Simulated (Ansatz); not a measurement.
CuO (Tenorite):

```
Cu O
1.0
     2.34465   -1.71340    0.00000
     2.34465    1.71340    0.00000
    -0.86055    0.00000    5.05944
Cu O
2 2
Direct
  0.49680 0.00320 0.50000
  0.00320 0.49680 0.00000
  0.40560 0.57140 0.75370
  0.57140 0.40560 0.25370
```

| Item | Value |
| --- | --- |
| Program | Ansatz 0.2.0 |
| Task | single point |
| Functional | PBEsol |
| Potentials or basis | Ansatz PAW |
| Cutoff | 420 eV (not typed: the program's choice for these potentials) |
| k mesh | 10 × 10 × 5 |
| Occupations | fermi-dirac, width 0.05 eV |
| Spin | no spin polarisation |

On this cell: pressure -2.7 GPa; largest force 0.757 eV/Å; band gap on the k mesh none (metal or under the smearing width).

The same run follows on a disturbed copy (atoms moved at random, drawn with an rms of 0.05 Å):

```
Cu O
1.0
     2.34465   -1.71340    0.00000
     2.34465    1.71340    0.00000
    -0.86055    0.00000    5.05944
Cu O
2 2
Direct
  0.50570 0.99000 0.49524
  0.01154 0.50101 0.99728
  0.40012 0.57752 0.76099
  0.57635 0.41408 0.25814
```

Problem. What changes?

Solution. The energy (extrapolated to zero smearing) moves by +18.8 meV/atom; pressure -1.9 GPa; largest force 1.552 eV/Å; band gap on the k mesh none (metal or under the smearing width).

Forces on the atoms (eV/Å):
```
Cu  -0.206  0.227  0.818
Cu  -1.060  0.486  0.769
O    0.861 -0.829 -0.991
O    0.406  0.116 -0.596
```

Stress tensor (GPa, compression positive):
```
-1.76  0.01 -2.04
 0.01 -0.28  0.66
-2.04  0.66 -3.60
```

Caveats: the run has no spin polarisation, though such a crystal can be magnetic; semilocal functionals often make such compounds metallic where correlation or magnetic order opens a gap, which also shifts bond lengths; the PAW data sets come from PBE, with cores solved anew for the run's functional, which leaves a small shift of forces and pressure.
